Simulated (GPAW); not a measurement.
# HfB2 (P6/mmm) in GPAW: settings compared

Aim: see how the results for HfB2 move with the level of theory and the settings. Levels: RPBE, revPBE, BLYP, r2SCAN. Tasks: band structure.

Everything below comes from runs of GPAW 26.7.0. Logs are shortened: lines on timing, memory, paths and dates and some standing lists are left out, and cuts for length are marked. The log counts tension as positive stress, the text compression.

### Step 1. The structure

Symmetry: P6/mmm, No. 191, hexagonal system. Conventional cell: a = 3.140 Å, b = 3.140 Å, c = 3.480 Å, α = 90.00°, β = 90.00°, γ = 120.00°. Around Hf (site symmetry 6/mmm) lie 12 B at 2.51 Å. B (site symmetry -6m2) has 3 B at 1.81 Å as nearest neighbours.

### Step 2. Band structure, RPBE

run.py reads:

```python
from ase import Atoms
from ase.dft.bandgap import bandgap
from ase.io import write
from ase.units import GPa
from gpaw import GPAW, PW

atoms = Atoms(['Hf', 'B', 'B'],
              cell=[[3.14, 0.0, 0.0],
                    [-1.57, 2.7193197679, 0.0],
                    [0.0, 0.0, 3.48]],
              scaled_positions=[[0.0, 0.0, 0.0],
                                [0.6666666667, 0.3333333333, 0.5],
                                [0.3333333333, 0.6666666667, 0.5]],
              pbc=True)

calc = GPAW(mode=PW(800),
            xc='RPBE',
            kpts={'size': (10, 10, 8), 'gamma': True},
            occupations={'name': 'fermi-dirac', 'width': 0.05},
            nbands=20,
            convergence={'density': 1e-05, 'energy': 1e-05},
            maxiter=150,
            txt='gpaw.txt')
atoms.calc = calc
energy = atoms.get_potential_energy()
forces = atoms.get_forces()
stress = atoms.get_stress()
calc.write('gs.gpw')
write('result.traj', atoms)
print(f'Energy: {energy:.6f} eV')
print('Forces (eV/A):')
print(forces.round(4))
print('Stress (GPa):', (stress / GPa).round(3))
print('Fermi level:', round(calc.get_fermi_level(), 4), 'eV')
print(f'Gap: {bandgap(calc)[0]:.4f} eV, direct: {bandgap(calc, direct=True)[0]:.4f} eV')

path = atoms.cell.bandpath('GMKGALHA,LM,KH', npoints=60, eps=1e-4)
bs_calc = calc.fixed_density(kpts=path, symmetry='off', nbands=30,
                             convergence={'bands': 'CBM+6.0', 'eigenstates': 1e-6}, txt='bands.txt')
bs = bs_calc.band_structure()
bs.write('bs.json')
print(f'Gap on the path: {bandgap(bs_calc)[0]:.4f} eV')
```

Potentials or basis: the program's PAW data sets (release 1.2.1) made for this functional, pw.

Started as:

```sh
OMP_NUM_THREADS=1 python run.py
```

gpaw.txt:

```text
__  _  _
 | _ |_)|_||  |
 |__||  | ||/\| - 26.7.0

Input parameters:
  mode=PW(ecut=800.0),
  convergence={'density': 1e-05, 'energy': 1e-05},
  kpts=MonkhorstPack(size=(10, 10, 8), gamma=True),
  maxiter=150,
  nbands=20,
  occupations=Occupations(name='fermi-dirac', width=0.05),
  xc=XC(name='RPBE')

Diagonalizing LCAO Hamiltonian
Converting LCAO to pw mode

         B  B

       Hf

Atoms  # Å, Bohr magnetons
|   | symbol |         x |        y |        z |    initial magnetic moments |
|---|--------|-----------|----------|----------|-----------------------------|
| 0 |     Hf |  0.000000 | 0.000000 | 0.000000 | ( 0.0000,  0.0000,  0.0000) |
| 1 |      B |  1.570000 | 0.906440 | 1.740000 | ( 0.0000,  0.0000,  0.0000) |
| 2 |      B | -0.000000 | 1.812880 | 1.740000 | ( 0.0000,  0.0000,  0.0000) |

Unit cell  # Å
| periodic |         x |        y |        z |  lengths |     angles |
|----------|-----------|----------|----------|----------|------------|
|      yes |  3.140000 | 0.000000 | 0.000000 | 3.140000 |  90.000000 |
|      yes | -1.570000 | 2.719320 | 0.000000 | 3.140000 |  90.000000 |
|      yes |  0.000000 | 0.000000 | 3.480000 | 3.480000 | 120.000000 |

Number of symmetries: 24
Symmetry operations  # r_c * U_cc + t_c -> r_c
|    | kind |            matrix            |
|----|------|------------------------------|
|  0 |  σ   |  1, 1, 0,  0,-1, 0,  0, 0, 1 |
|  1 |  C2  |  1, 1, 0,  0,-1, 0,  0, 0,-1 |
|  2 |  C6  |  1, 1, 0, -1, 0, 0,  0, 0, 1 |
|  3 |  S6  |  1, 1, 0, -1, 0, 0,  0, 0,-1 |
|  4 |  E   |  1, 0, 0,  0, 1, 0,  0, 0, 1 |
|  5 |  σ   |  1, 0, 0,  0, 1, 0,  0, 0,-1 |
|  6 |  σ   |  1, 0, 0, -1,-1, 0,  0, 0, 1 |
|  7 |  C2  |  1, 0, 0, -1,-1, 0,  0, 0,-1 |
|  8 |  σ   |  0, 1, 0,  1, 0, 0,  0, 0, 1 |
|  9 |  C2  |  0, 1, 0,  1, 0, 0,  0, 0,-1 |
| 10 |  C3  |  0, 1, 0, -1,-1, 0,  0, 0, 1 |
| 11 |  S3  |  0, 1, 0, -1,-1, 0,  0, 0,-1 |
| 12 |  C6  |  0,-1, 0,  1, 1, 0,  0, 0, 1 |
| 13 |  S6  |  0,-1, 0,  1, 1, 0,  0, 0,-1 |
| 14 |  σ   |  0,-1, 0, -1, 0, 0,  0, 0, 1 |
| 15 |  C2  |  0,-1, 0, -1, 0, 0,  0, 0,-1 |
| 16 |  σ   | -1, 0, 0,  1, 1, 0,  0, 0, 1 |
| 17 |  C2  | -1, 0, 0,  1, 1, 0,  0, 0,-1 |
| 18 |  C2  | -1, 0, 0,  0,-1, 0,  0, 0, 1 |
| 19 |  i   | -1, 0, 0,  0,-1, 0,  0, 0,-1 |
| 20 |  C3  | -1,-1, 0,  1, 0, 0,  0, 0, 1 |
| 21 |  S3  | -1,-1, 0,  1, 0, 0,  0, 0,-1 |
| 22 |  σ   | -1,-1, 0,  0, 1, 0,  0, 0, 1 |
| 23 |  C2  | -1,-1, 0,  0, 1, 0,  0, 0,-1 |

BZ-sampling:
  Number of BZ points: 800
  Number of IBZ points: 70

  Monkhorst-Pack size: [10, 10, 8]
  Monkhorst-Pack shift: [0.05, 0.05, 0.0625]

K-points  # in reciprocal-cell coordinates
|     |                                coordinates |     weight |
|-----|--------------------------------------------|------------|
|   0 | (  0.00000000,   0.00000000,   0.00000000) | 0.00125000 |
|   1 | (  0.00000000,   0.00000000,   0.12500000) | 0.00250000 |
|   2 | (  0.00000000,   0.00000000,   0.25000000) | 0.00250000 |
|   3 | (  0.00000000,   0.00000000,   0.37500000) | 0.00250000 |
|   4 | (  0.00000000,   0.00000000,   0.50000000) | 0.00125000 |
|   5 | (  0.10000000,   0.00000000,   0.00000000) | 0.00750000 |
|   6 | (  0.10000000,   0.00000000,   0.12500000) | 0.01500000 |
|   7 | (  0.10000000,   0.00000000,   0.25000000) | 0.01500000 |
|   8 | (  0.10000000,   0.00000000,   0.37500000) | 0.01500000 |
|   9 | (  0.10000000,   0.00000000,   0.50000000) | 0.00750000 |
| ... |                                            |            |
|  69 | (  0.50000000,   0.50000000,   0.50000000) | 0.00375000 |

Plane wave coefficients: 1546
Cutoff: 800.0 eV

Spin-components: 1 (collinear spins)
Bands:           20
Projectors:      16
Spin-degeneracy: 2
Datatype:        complex128

Parallelization:
  kpt:    1
  domain: 1
  band:   1

Density:
  Valence electrons: 18.0
  Components: 1
  Grid points: [21 21 24]
  Charge: 0.0  # |e|

Potential:
  Grid points: [21 21 24]

species:
  Hf:
    name:    Hafnium
    Z:       72.0
    valence: 12
    core:    60
    charge:  0.0  # [|e|]
    compensation charges:
      type: gauss
      rc: 0.41  # [Å]
      lmax: 2
    cutoffs:
      filter: 2.36  # [Å]
      core: 4.02  # [Å]
    projectors
    | kind |    occ | energy [eV] | rcut [Å] |
    |------|--------|-------------|----------|
    |   5s |  2.000 |     -66.835 |    1.397 |
    |   6s |  2.000 |      -5.043 |    1.397 |
    |   5p |  6.000 |     -35.601 |    1.307 |
    |   6p |  0.000 |      -1.407 |    1.307 |
    |   5d |  2.000 |      -2.651 |    1.334 |
    |    d |        |      24.560 |    1.334 |

    Using partial waves for Hf as LCAO basis

  B:
    name:    Boron
    Z:       5.0
    valence: 3
    core:    2
    charge:  0.0  # [|e|]
    compensation charges:
      type: gauss
      rc: 0.20  # [Å]
      lmax: 2
    cutoffs:
      filter: 1.14  # [Å]
      core: 1.38  # [Å]
    projectors
    | kind |    occ | energy [eV] | rcut [Å] |
    |------|--------|-------------|----------|
    |   2s |  2.000 |      -9.489 |    0.635 |
    |   2p |  1.000 |      -3.587 |    0.635 |
    |    s |        |      17.723 |    0.635 |
    |    p |        |      23.625 |    0.635 |
    |    d |        |       0.000 |    0.635 |

    Using partial waves for B as LCAO basis

Reference energy: -411240.877510  # eV

eigensolver:
  PPCG
  Converge bands: occupied
  niter=2

density mixing:
  MSR1-Mixer
  Pratt-step length: 0.05
  Maximum mixing coefficient: 0.75
  Old densities: 10
  SVD Regularization: 0.005
  Good broyden scale: 1.0
  Trust region scale: 1.0
  Backstep threshold: 4.0
  History deletion threshold: 6.0
  Fourier metric: weight=20.0, sigma=0.015

occupation numbers:
  Fermi-Dirac:
    width: 0.0500  # eV

poisson solver:
  ecut: 6400.0  # eV

xc functional:
  name: RPBE with 2 nearest neighbor stencil

convergence criteria:
- Maximum integral of absolute [dens]ity change: 1e-05 electrons / valence electron
- Maximum [total energy] change in last 3 cyles: 1e-05 eV / valence electron
- Maximum integral of absolute [eigenst]ate change: 4e-08 eV^2 / valence electron
maximum number of iterations: 150

SCF iterations
|iter     | |      energy | eigst |  dens |
|---------|-|-------------|-------|-------|
|iter:   1| |  -23.820674 | -0.03 |       |
|iter:   2| |  -23.536599 | -2.51 | -0.99 |
|iter:   3| |  -22.646273 | -1.49 | -1.04 |
|iter:   4| |  -22.660088 | -3.15 | -1.78 |
|iter:   5| |  -22.666694 | -3.83 | -2.10 |
|iter:   6| |  -22.666800 | -5.14 | -2.96 |
|iter:   7| |  -22.666802c| -6.72 | -3.88 |
|iter:   8| |  -22.666802c| -7.67c| -4.36 |
|iter:   9| |  -22.666802c| -8.68c| -5.13c|

Converged in 9 steps
Energy contributions relative to reference atoms: (reference = -411240.877510)

Energy contributions:
  Kinetic:          28.098545
  Coulomb:         -25.254147
  Zero:             -0.422139
  External:          0.000000
  Xc:              -25.087765
  Entropy:          -0.002594
  Spinorbit:         0.000000
  ----------------------------
  Free energy:     -22.668099
  Extrapolated:    -22.666802

dipole moment: (-5.667099, -9.815703, -12.561467)  # |e|*Ang

Fermi level: 12.683
Eigenvalues  # (at kpt = [0.000, 0.000, 0.000])
| band index |      eig [eV] | occ [0-2] |
|------------|---------------|-----------|
|          0 |       -48.864 |     2.000 |
|          1 |       -17.926 |     2.000 |
|          2 |       -17.446 |     2.000 |
|          3 |       -17.446 |     2.000 |
|          4 |        -1.022 |     2.000 |
|          5 |         9.778 |     2.000 |
[... 9 lines left out ...]
|         15 |        17.788 |     0.000 |
|         16 |        20.616 |     0.000 |
|        ... |               |           |
|         19 |        33.630 |     0.000 |

No gap
No difference between direct/indirect transitions

Forces  # eV/Ang
|        x |        y |       z |
|----------|----------|---------|
|  0.00000 | -0.00000 | 0.00000 |  # Hf   0
| -0.00000 | -0.00000 | 0.00000 |  # B    1
|  0.00000 |  0.00000 | 0.00000 |  # B    2

Stress tensor  # eV/Ang^3
|         x |         y |         z |
|-----------|-----------|-----------|
| -0.039437 |  0.000000 |  0.000000 |
|  0.000000 | -0.039437 |  0.000000 |
|  0.000000 |  0.000000 | -0.044957 |

# Writing to gs.gpw (mode='')
```

Run time: 67 s. Hardware: 1 thread of Arm Neoverse V1, shared host; peak memory 0.29 GiB.

What came out:

- Free energy: -22.6681 eV
- Pressure: 6.6 GPa
- Band gap along the path: none (metal or under the smearing width)

Levels at the corners of the path, in eV from the Fermi level:
| point | band 5 | band 6 | band 7 | band 8 | band 9 | band 10 | band 11 | band 12 | band 13 | band 14 |
| --- | --- | --- | --- | --- | --- | --- | --- | --- | --- | --- |
| Γ | -13.71 | -2.91 | -2.81 | -2.81 | -2.71 | 4.13 | 4.13 | 4.76 | 4.76 | 5.09 |
| M | -9.71 | -9.04 | -4.04 | -3.35 | -2.77 | 2.22 | 2.83 | 5.66 | 5.81 | 6.38 |
| K | -8.27 | -8.27 | -7.66 | -2.50 | -2.50 | 1.82 | 1.82 | 3.55 | 9.51 | 9.51 |
| Γ | -13.71 | -2.91 | -2.81 | -2.81 | -2.71 | 4.13 | 4.13 | 4.76 | 4.76 | 5.09 |
| A | -11.35 | -8.27 | -1.09 | -1.09 | 0.42 | 0.42 | 1.10 | 1.10 | 2.35 | 5.24 |
| L | -10.30 | -7.47 | -4.88 | -4.61 | -2.64 | 4.08 | 4.28 | 6.33 | 7.28 | 7.45 |
| H | -9.09 | -9.09 | -5.44 | -3.10 | -3.10 | 4.61 | 5.55 | 7.00 | 7.00 | 7.44 |
| A | -11.35 | -8.27 | -1.09 | -1.09 | 0.42 | 0.42 | 1.10 | 1.10 | 2.35 | 5.24 |
| L | -10.30 | -7.47 | -4.88 | -4.61 | -2.64 | 4.08 | 4.28 | 6.33 | 7.28 | 7.45 |
| M | -9.71 | -9.04 | -4.04 | -3.35 | -2.77 | 2.22 | 2.83 | 5.66 | 5.81 | 6.38 |
| K | -8.27 | -8.27 | -7.66 | -2.50 | -2.50 | 1.82 | 1.82 | 3.55 | 9.51 | 9.51 |
| H | -9.09 | -9.09 | -5.44 | -3.10 | -3.10 | 4.61 | 5.55 | 7.00 | 7.00 | 7.44 |

Caveat: spin-orbit coupling is left out, which moves the levels of the heavy elements.

(Part 1 of 2 ends here.)
